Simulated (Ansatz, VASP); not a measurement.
**Two plane-wave programs on Sc**

```xyz
1
Lattice="-1.8597 1.8597 1.7691 1.8597 -1.8597 1.7691 1.8597 1.8597 -1.7691" Properties=species:S:1:pos:R:3 pbc="T T T"
Sc    0.0000    0.0000    0.0000
```

Change from the starting cell: strain -0.030 along x and y, +0.030 along z, atoms carried along.

Alike in both runs: task single point; functional PBE; k mesh 18 × 18 × 18; occupations gaussian, width 0.15 eV; no spin polarisation.

```csv
,VASP,Ansatz
version,VASP 6.6.1,Ansatz 0.2.0
potentials or method,"VASP PAW PBE potentials, release 64 (Sc_sv)","scalar-relativistic, plane waves, PAW"
plane-wave cutoff (eV),520,420
valence electrons in the cell,11,11
```

|  | VASP | Ansatz | Ansatz less VASP |
| --- | --- | --- | --- |
| gap on the k mesh at the Fermi level (eV) | none | none | - |
| pressure (GPa) | 0.9 | 0.9 | -0.04 |
| largest component of the traceless stress (GPa) | 0.17 | 0.17 | +0.004 |

A gap of «none» marks a metal or a gap that the smearing closes.
